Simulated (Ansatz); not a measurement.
Runs of Ansatz 0.2.0 on MgO. Symmetry: Fm-3m, No. 225, cubic system. The conventional cell has a = 4.194 Å, b = 4.194 Å, c = 4.194 Å, α = 90.00°, β = 90.00°, γ = 90.00°. Around Mg (site symmetry m-3m) lie 6 O at 2.10 Å. O (site symmetry m-3m) is surrounded by 6 Mg at 2.10 Å. The cell is a database's computed one.

```csv
task,level,cell,smearing,points for each segment of the path,gap on the mesh (eV),pressure (GPa),relaxed volume (Å³/atom)
band structure,HSE06,as given,fermi-dirac 0.05 eV,4,(b),0.9,-
relaxation of cell and atoms,HF,relaxed,fermi-dirac 0.05 eV,-,15.90,0.0,(a)
relaxation of cell and atoms,HSE06,relaxed,fermi-dirac 0.05 eV,-,6.57,0.0,(c)
single point,PBE0,as given,gaussian 0.05 eV,-,7.36,1.0,-
```

Alike in all rows: potentials or basis Ansatz PAW; no spin polarisation; k mesh 6 × 6 × 6; cutoff (eV) 420; the mesh is coarse, so values aren't converged.

Task: Estimate the missing entries.

Result: (a) 9.15; (b) 6.62; (c) 9.27.

Caveats: all runs use coarse meshes; the PAW data sets come from PBE, with cores solved anew for the run's functional, which leaves a small shift of forces and pressure; the thresholds are loose for stress (some runs); the plane-wave basis is chosen anew once the cell has moved, so the energies of steps on either side of that aren't comparable (some runs).

